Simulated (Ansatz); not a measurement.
# C: the cost of one run

Program: Ansatz 0.2.0. Level of theory: DFT PBE, scalar-relativistic, plane waves, PAW. These are calculated values, not measurements.

**1. Starting point**

Symmetry: Pmna, No. 53, orthorhombic system. The conventional cell has a = 4.864 Å, b = 3.641 Å, c = 2.370 Å, α = 90.00°, β = 90.00°, γ = 90.00°. Around C (site symmetry m) lie 3 C at 1.46 to 1.47 Å. C (site symmetry 2) has 4 C at 1.46 Å as nearest neighbours.

Structure file:

```cif
data_structure
_symmetry_space_group_name_H-M 'Pmna'
_symmetry_Int_Tables_number 53
_cell_length_a 4.8639
_cell_length_b 3.6412
_cell_length_c 2.3704
_cell_angle_alpha 90.000
_cell_angle_beta 90.000
_cell_angle_gamma 90.000
_cell_volume 41.98
loop_
_atom_site_label
_atom_site_type_symbol
_atom_site_symmetry_multiplicity
_atom_site_Wyckoff_symbol
_atom_site_fract_x
_atom_site_fract_y
_atom_site_fract_z
_atom_site_occupancy
C1 C 4 h 0.00000 0.16972 0.16910 1
C2 C 4 g 0.25000 0.38324 0.25000 1
```

A structure generator made this guess: 3-, 4-connected net, elements by coordination (Pmna, No. 53). Lengths come from tabulated atomic sizes and are only a guess.

**2. Probe: one point on a coarse mesh**

Input file input.yaml:

```yaml
crystal:
  lattice:
    - [4.86394321, 0.0, 0.0]
    - [0.0, 3.6412474, 0.0]
    - [0.0, 0.0, 2.37035531]
  atoms:
    - { symbol: C, position: [0.0, 0.16972093, 0.16909735] }
    - { symbol: C, position: [0.5, 0.83027907, 0.66909735] }
    - { symbol: C, position: [0.5, 0.16972093, 0.33090265] }
    - { symbol: C, position: [0.0, 0.83027907, 0.83090265] }
    - { symbol: C, position: [0.25, 0.38324034, 0.25] }
    - { symbol: C, position: [0.25, 0.61675966, 0.75] }
    - { symbol: C, position: [0.75, 0.61675966, 0.75] }
    - { symbol: C, position: [0.75, 0.38324034, 0.25] }
basis:
  ecutwfc: 420
kpoints:
  mp_grid: { grid: [4, 6, 8] }
hamiltonian:
  xc: pbe
scf:
  occupations: { method: gaussian, width: 0.1 }
  lower_state_search: "off"
output:
  forces: true
  stress: true
  eigenvalues: true
```

On the command line:

```
$ ansatz run input.yaml --threads 1 --pin off --max-ram 2560MiB --backend cpu --events-out ev --progress --plain --runs-dir out
```

What time and memory should one allow on 1 thread of Arm Neoverse V1, shared host?

About 3.4 s, with a peak of 0.31 GiB.
